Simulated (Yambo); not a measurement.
Here is a Yambo 5.3.0 calculation.

The input bse5.in:

```
optics
bse
bss
rim_cut
em1s
RandQpts= 1000000
RandGvec= 50 RL
Chimod= "HARTREE"
% BndsRnXs
 1 | 29 |
%
NGsBlkXs= 3 Ry
% LongDrXs
 1 | 0 | 0 |
%
BSKmod= "SEX"
BSEmod= "retarded"
BSSmod= "h"
% BSEQptR
 1 | 1 |
%
% BSEBands
 2 | 7 |
%
BSENGexx= 20 Ry
BSENGBlk= 3 Ry
% BEnRange
 0 | 20 | eV
%
% BDmRange
 0.1 | 0.1 | eV
%
BEnSteps= 200
% BLongDir
 1 | 0 | 0 |
%
BSEprop= "abs"
BSHayTrs= -0.02
```

The input scf.in:

```
&CONTROL
  calculation = 'scf'
  prefix = 'pwscf'
  outdir = './tmp'
  pseudo_dir = './pseudo'
/
&SYSTEM
  ibrav = 0
  nat = 2
  ntyp = 2
  ecutwfc = 82
  nbnd = 9
  occupations = 'smearing'
  smearing = 'fd'
  degauss = 0.00367493
  force_symmorphic = .true.
/
&ELECTRONS
  conv_thr = 4d-10
  electron_maxstep = 120
  mixing_beta = 0.5
/
ATOMIC_SPECIES
Si    28.0850 Si.upf
C     12.0110 C.upf
CELL_PARAMETERS angstrom
   0.0000000000    2.1790000000    2.1790000000
   2.1790000000    0.0000000000    2.1790000000
   2.1790000000    2.1790000000    0.0000000000
ATOMIC_POSITIONS crystal
Si     0.0000000000    0.0000000000    0.0000000000
C      0.7500000000    0.7500000000    0.7500000000
K_POINTS automatic
12 12 12 0 0 0
```

nscf.in

```
&CONTROL
  calculation = 'nscf'
  prefix = 'pwscf'
  outdir = './tmp'
  pseudo_dir = './pseudo'
/
&SYSTEM
  ibrav = 0
  nat = 2
  ntyp = 2
  ecutwfc = 82
  nbnd = 34
  occupations = 'fixed'
  force_symmorphic = .true.
/
&ELECTRONS
  conv_thr = 1d-08
  diago_full_acc = .true.
  diago_thr_init = 1d-06
/
ATOMIC_SPECIES
Si    28.0850 Si.upf
C     12.0110 C.upf
CELL_PARAMETERS angstrom
   0.0000000000    2.1790000000    2.1790000000
   2.1790000000    0.0000000000    2.1790000000
   2.1790000000    2.1790000000    0.0000000000
ATOMIC_POSITIONS crystal
Si     0.0000000000    0.0000000000    0.0000000000
C      0.7500000000    0.7500000000    0.7500000000
K_POINTS automatic
12 12 12 0 0 0
```

Potentials or basis: PseudoDojo 0.4.1 SR PBE standard.

The run is started by

```bash
$ OMP_NUM_THREADS=1 pw.x -in scf.in > scf.out
$ OMP_NUM_THREADS=1 pw.x -in nscf.in > nscf.out
$ cd tmp/pwscf.save; p2y; mv SAVE ../..; cd ../..
$ OMP_NUM_THREADS=1 yambo
$ mkdir -p bse5; ln -s $PWD/bse4/ndb.RIM bse5/
$ OMP_NUM_THREADS=1 yambo -F bse5.in -J bse5 -C bse5_out
```

Q: What does it give for the band gap on the k mesh, mean-field level?

A: 1.36 eV, indirect (least direct gap 4.55 eV).

Dielectric function (along the field direction of the input):
```csv
energy (eV),real part,imaginary part
0.30,7.73,0.01
1.31,8.05,0.05
2.31,8.90,0.12
3.32,10.88,0.31
4.42,17.37,5.86
5.43,17.66,15.46
6.43,-11.83,16.83
7.54,-1.45,8.02
8.54,-6.25,4.32
9.55,-4.98,2.58
10.65,-3.53,3.05
11.66,-2.56,1.05
12.66,-1.72,0.58
13.77,-1.41,0.39
14.77,-0.89,0.40
15.78,-0.68,0.15
16.88,-0.39,0.04
17.89,-0.18,0.03
18.89,-0.04,0.02
20.00,0.11,0.01
```

Caveat: the transitions start from uncorrected Kohn-Sham levels, so peaks lie too low; exciton energies and binding change strongly with the k mesh and aren't converged on this one; spectra need much finer meshes, so this one isn't converged.

**The experiment to reproduce.**

From “Insight into the structural, elastic and electronic properties of a new orthorhombic 6O-SiC polytype”, 2020, pmc:7200658, for a bulk crystal of SiC: band gap 2.4 eV (indirect).

Against the measured gap of SiC, 2.4 eV (indirect; quoted in “Insight into the structural, elastic and electronic properties of a new orthorhombic 6O-SiC polytype”, 2020, pmc:7200658), the calculated 1.36 eV is off by -1.04 eV. The value is that of PBE on a finite k mesh, which can miss the band edges, without temperature or zero-point motion. Semilocal functionals fall short of measured gaps as a rule.
